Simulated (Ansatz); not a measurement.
# Ga2O3 (Ga2O3): the cost of one run

Method: DFT r2SCAN, scalar-relativistic, plane waves, PAW, in Ansatz 0.2.0.

## Step 1: The system as given

It takes space group C2/m (No. 12, monoclinic). Conventional cell: a = 12.214 Å, b = 3.037 Å, c = 5.798 Å, α = 90.00°, β = 103.83°, γ = 90.00°. Around Ga (site symmetry m) lie 4 O at 1.83 to 1.86 Å. Ga (site symmetry m) has 6 O at 1.94 to 2.07 Å as nearest neighbours. O (site symmetry m) has 3 Ga at 1.83 to 1.94 Å as nearest neighbours. Around O (site symmetry m) lie 4 Ga at 1.86 to 2.07 Å.

Coordinates:

```xyz
10
Lattice="6.1070 -1.5186 0.0000 6.1070 1.5186 0.0000 -1.3860 0.0000 5.6300" Properties=species:S:1:pos:R:3 pbc="T T T"
Ga    0.0041    0.0000    4.4736
Ga   10.8240    0.0000    1.1564
Ga    7.6096    0.0000    1.7679
Ga    3.2184    0.0000    3.8621
O     1.8570    0.0000    0.6182
O     8.9710    0.0000    5.0118
O     1.3361    0.0000    3.1708
O     9.4919    0.0000    2.4592
O     5.7013    0.0000    1.4447
O     5.1267    0.0000    4.1853
```

The structure rests on an entry of the Crystallography Open Database; cell or positions may have been set otherwise for this series.

## Step 2: Relaxing cell and atoms: Ga2O3 (Ga2O3), no spin

File input.yaml:

```yaml
crystal:
  lattice:
    - [6.107, -1.51855, 0.0]
    - [6.107, 1.51855, 0.0]
    - [-1.3859888959, 0.0, 5.630008738]
  atoms:
    - { symbol: Ga, position: [0.0905, 0.0905, 0.7946] }
    - { symbol: Ga, position: [0.9095, 0.9095, 0.2054] }
    - { symbol: Ga, position: [0.65866, 0.65866, 0.31402] }
    - { symbol: Ga, position: [0.34134, 0.34134, 0.68598] }
    - { symbol: O, position: [0.1645, 0.1645, 0.1098] }
    - { symbol: O, position: [0.8355, 0.8355, 0.8902] }
    - { symbol: O, position: [0.1733, 0.1733, 0.5632] }
    - { symbol: O, position: [0.8267, 0.8267, 0.4368] }
    - { symbol: O, position: [0.4959, 0.4959, 0.2566] }
    - { symbol: O, position: [0.5041, 0.5041, 0.7434] }
scf:
  occupations: { method: fixed }
output:
  forces: true
  stress: true
  eigenvalues: true
  write_density: true
  write_potential: true
  elf: true
  volumetric_format: npy
hamiltonian:
  xc: r2scan
  pseudopotentials: { kind: paw, azcp: { folder: soft_1 } }
kpoints:
  mp_grid: { grid: [6, 6, 6] }
basis:
  ecutwfc: 600
relax:
  f_tol: 0.002
  max_steps: 60
  cell: { stress_tol: 0.02 }
```

The run is started by

```console
> ansatz run input.yaml --threads 4 --pin off --max-ram 10240MiB --backend cpu --events-out ev --progress --plain --runs-dir out
```

What time and memory should one allow on 4 threads of Intel Xeon Platinum 8488C (Sapphire Rapids), shared host?

About 77 s, with a peak of 1.1 GiB.
